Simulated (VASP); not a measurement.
A run of VASP 6.6.1:

Contents of INCAR:

```
SYSTEM = Ni
PREC = Accurate
ENCUT = 520
EDIFF = 1E-6
ISMEAR = -1
SIGMA = 0.05
LREAL = .False.
LASPH = .True.
NELM = 120
ALGO = Normal
ISIF = 2
LWAVE = .False.
LCHARG = .True.
ISPIN = 2
MAGMOM = 1 1 1 1 1 1 1
LORBIT = 11
LMAXMIX = 4
GGA = PS
LELF = .True.
LVHAR = .True.
LVACPOTAV = .True.
```

KPOINTS

```
regular mesh
0
Gamma
  12 12 1
  0 0 0
```

The input POSCAR:

```
Ni
1.0
    2.4918442969      0.0000000000      0.0000000000
   -1.2459221485      2.1580004634      0.0000000000
    0.0000000000      0.0000000000     30.2074940917
Ni
7
Direct
    0.0000000000      0.0000000000      0.2979393118
    0.3333333333      0.6666666667      0.3652928745
    0.6666666667      0.3333333333      0.4326464373
    0.0000000000      0.0000000000      0.5000000000
    0.3333333333      0.6666666667      0.5673535627
    0.6666666667      0.3333333333      0.6347071255
    0.0000000000      0.0000000000      0.7020606882
```

Potentials or basis: VASP PAW PBE potentials, release 64 (Ni).

The run is started by

```console
$ cat potpaw_PBE.64/Ni/POTCAR > POTCAR
$ mpirun -np 1 vasp_std > vasp.out
```

Hardware: 1 thread of Intel(R) Xeon(R) Platinum 8488C (Sapphire Rapids), with other jobs on the host.

**Question.** How long does it take, and how much memory?

**Answer.** It took 13 min on 1 thread of Intel(R) Xeon(R) Platinum 8488C (Sapphire Rapids), with other jobs on the host, peak memory 0.44 GiB. Counts: scf iterations 49, k points 19.
